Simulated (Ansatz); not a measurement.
TaSi2 in Ansatz: the effect of Hubbard term

TaSi2:

```
Ta Si
1.0
     4.78000    0.00000    0.00000
    -2.39000    4.13960    0.00000
     0.00000    0.00000    6.56400
Ta Si
3 6
Direct
  0.00000 0.50000 0.16667
  0.50000 0.50000 0.83333
  0.50000 0.00000 0.50000
  0.33330 0.16665 0.16667
  0.16665 0.83335 0.83333
  0.83335 0.66670 0.50000
  0.66670 0.83335 0.16667
  0.83335 0.16665 0.83333
  0.16665 0.33330 0.50000
```

Alike in all runs:

| Item | Value |
| --- | --- |
| Program | Ansatz 0.2.0 |
| Task | projected density of states |
| Functional | PBEsol |
| Potentials or basis | Ansatz PAW |
| Cutoff | 420 eV (not typed: the program's choice for these potentials) |
| k mesh | 7 × 7 × 4 |
| Occupations | fermi-dirac, width 0.05 eV |
| Spin | no spin polarisation |
| Hubbard projectors | ortho-atomic (the default) |
| Double counting | fll (the default) |

```tsv
Hubbard term	pressure (GPa)	largest force (eV/Å)
none	?	?
Ta d U = 1 eV	-1.0	0.76
Ta d U = 2 eV	-0.7	0.77
Ta d U = 3 eV	-0.4	0.78
Ta d U = 4 eV	-0.1	0.80
Ta d U = 5 eV	0.3	0.81
Ta d U = 6 eV	0.7	0.83
Ta d U = 8 eV	1.6	0.86
```

What does the run with Hubbard term none give?

Pressure -1.3 GPa; largest force 0.75 eV/Å.

Worked out: A parabola through the other rows of the pressure, of slope 0.223 GPa per eV there, extrapolates to -1.2 GPa, against the run's -1.3. A straight line through the other rows of the largest force, of slope 0.0146 eV/Å per eV, extrapolates to 0.74 eV/Å, against the run's 0.75.

Caveats: the cell's inner coordinates are idealised or old, which leaves forces on the atoms; the PAW data sets come from PBE, with cores solved anew for the run's functional, which leaves a small shift of forces and pressure; the density of states is complete only up to the lowest level of the last band computed; U without spin polarisation on a metal has little footing (some runs); the U is typed as a test and isn't derived for this compound (some runs).
